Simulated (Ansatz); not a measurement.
# Zn: the cost of one run

Program: Ansatz 0.2.0. Level of theory: DFT PBE, scalar-relativistic, plane waves, PAW. These are calculated values, not measurements.

2 further runs of the same task are left out: 2 that didn't finish.

**1. Starting point**

Symmetry: P6_3/mmc, No. 194, hexagonal system. The conventional cell has a = 2.567 Å, b = 2.567 Å, c = 8.387 Å, α = 90.00°, β = 90.00°, γ = 120.00°. Around Cu (site symmetry -3m) lie 12 Cu at 2.57 Å. Cu (site symmetry -6m2) is surrounded by 12 Cu at 2.57 Å.

As a file:

```xyz
4
Lattice="2.5670 0.0000 0.0000 -1.2835 2.2231 0.0000 0.0000 0.0000 8.3866" Properties=species:S:1:pos:R:3 pbc="T T T"
Cu    0.0000    0.0000    0.0000
Cu    0.0000    1.4821    2.0966
Cu    0.0000    0.0000    4.1933
Cu    1.2835    0.7410    6.2899
```

It goes back to an entry of the Materials Project, which need not be the stable form.

This cell was relaxed beforehand with the same method: volume 11.97 Å³/atom, gap on the mesh none (metal).

**2. Cu → Zn: the starting cell**

Zn starts from the relaxed positions of Cu, with all lengths scaled by 0.949, a guess from tabulated radii.

**3. Quick check of gap, pressure and forces (Zn)**

Input file input.yaml:

```yaml
crystal:
  lattice:
    - [2.4353814843, 0.0, 0.0]
    - [-1.2176907422, 2.1091022333, 0.0]
    - [0.0, 0.0, 7.9564232174]
  atoms:
    - { symbol: Zn, position: [0.0, 0.0, 0.0] }
    - { symbol: Zn, position: [0.3333333333, 0.6666666667, 0.25] }
    - { symbol: Zn, position: [0.0, 0.0, 0.5] }
    - { symbol: Zn, position: [0.6666666667, 0.3333333333, 0.75] }
basis:
  ecutwfc: 420
kpoints:
  mp_grid: { grid: [12, 12, 2] }
hamiltonian:
  xc: pbe
scf:
  occupations: { method: gaussian, width: 0.1 }
output:
  forces: true
  stress: true
  eigenvalues: true
```

Command:

```sh
$ ansatz run input.yaml --threads 1 --pin off --max-ram 2560MiB --backend cpu --events-out ev --progress --plain --runs-dir out
```

What time and memory should one allow on 1 thread of Arm Neoverse V2, shared host?

About 2.1 s, with a peak of 0.31 GiB.
